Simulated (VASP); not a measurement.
This VASP 6.6.1 run on MgS (Niningerite) needs a look.

The input INCAR:

```
SYSTEM = MgS
  ALGO = Fast
  EDIFF = 1E-7
  EDIFFG = -0.01
  ENCUT = 250
  GGA = PE
  IBRION = 2
  ISIF = 3
  ISMEAR = -1
  LASPH = .True.
  LCHARG = .False.
  LREAL = .False.
  LWAVE = .False.
  NELM = 84
  NSW = 30
  PREC = Low
  PSTRESS = 0
  SIGMA = 0.05
```

The input KPOINTS:

```
k-points
0
Gamma
  9 9 9
  0 0 0
```

The input POSCAR:

```
MgS
1.0
    0.0000000000      2.6016500000      2.6016500000
    2.6016500000      0.0000000000      2.6016500000
    2.6016500000      2.6016500000      0.0000000000
S Mg
1 1
Direct
    0.5000000000      0.5000000000      0.5000000000
    0.0000000000      0.0000000000      0.0000000000
```

Potentials or basis: VASP PAW PBE potentials, release 64 (S, Mg).

The run is started by

```sh
$ cat potpaw_PBE.64/S/POTCAR potpaw_PBE.64/Mg/POTCAR > POTCAR
$ mpirun -np 1 vasp_std > vasp.out
```

OUTCAR:

```text
SYSTEM = MgS
   EDIFF = 1E-7
   EDIFFG = -0.01
   ENCUT = 250
   GGA = PE
   IBRION = 2
   ISIF = 3
   ISMEAR = -1
   LASPH = .True.
   LREAL = .False.
   NELM = 84
   NSW = 30
   PREC = Low
   PSTRESS = 0

 ion  position               nearest neighbor table
   1  0.500  0.500  0.500-   2 2.60   2 2.60   2 2.60   2 2.60   2 2.60   2 2.60
   2  0.000  0.000  0.000-   1 2.60   1 2.60   1 2.60   1 2.60   1 2.60   1 2.60

[... 247 lines left out ...]
  Direction    XX          YY          ZZ          XY          YZ          ZX
  --------------------------------------------------------------------------------------
  -------------------------------------------------------------------------------------
  Total        0.0087726      0.0087726      0.0087726      0.0000000      0.0000000     -0.0000000
  in kB        0.3997548      0.3997548      0.3997548      0.0000000      0.0000000     -0.0000000
  external PRESSURE =       0.3997548 kB  Pullay stress =       0.0000000 kB

 VOLUME and BASIS-vectors are now :
 -----------------------------------------------------------------------------
  energy-cutoff  :      250.00
  volume of cell :       35.16
      direct lattice vectors                 reciprocal lattice vectors
     0.000000000  2.600191773  2.600191773    -0.192293509  0.192293509  0.192293509
     2.600191773  0.000000000  2.600191773     0.192293509 -0.192293509  0.192293509
     2.600191773  2.600191773  0.000000000     0.192293509  0.192293509 -0.192293509

 POSITION                                       TOTAL-FORCE (eV/Angst)
 -----------------------------------------------------------------------------------
      2.60019      2.60019      2.60019         0.000000      0.000000      0.000000
      2.60019      2.60019      0.00000        -0.000000     -0.000000     -0.000000
 -----------------------------------------------------------------------------------
    total drift:                                0.000000      0.000000      0.000000

  FREE ENERGIE OF THE ION-ELECTRON SYSTEM (eV)
  ---------------------------------------------------
  free  energy   TOTEN  =        -8.4962815888 eV

  energy  without entropy=       -8.4962815887  energy(sigma->0) =       -8.49628159

 reached required accuracy - stopping structural energy minimisation
```

On the terminal:

```text
POSCAR found type information on POSCAR S Mg
 POSCAR found :  2 types and       2 ions
 scaLAPACK will be used
 LDA part: xc-table for (Slater+PW92), standard interpolation
 POSCAR, INCAR and KPOINTS ok, starting setup
 FFT: planning ... GRIDC
 FFT: planning ... GRID_SOFT
 FFT: planning ... GRID
 WAVECAR not read
 entering main loop
 curvature:   0.00 expect dE= 0.000E+00 dE for cont linesearch  0.000E+00
 trial: gam= 0.00000 g(F)=  0.331E-62 g(S)=  0.391E-04 ort = 0.000E+00 (trialstep = 0.100E+01)
 search vector abs. value=  0.391E-04
 bond charge predicted
 trial-energy change:   -0.000015  1 .order   -0.000012   -0.000039    0.000015
 step:   0.7720(harm=  0.7259)  dis= 0.00000  next Energy=    -8.496283 (dE=-0.162E-04)
 reached required accuracy - stopping structural energy minimisation
```

Q: How did it end, and where is the flaw?

A: The run converged. The input holds a flaw that was put in on purpose: cell relaxed at a low cutoff (ENCUT = 250; PREC = Low). The program doesn't stop on it, so the numbers can't be trusted though the run ends normally.
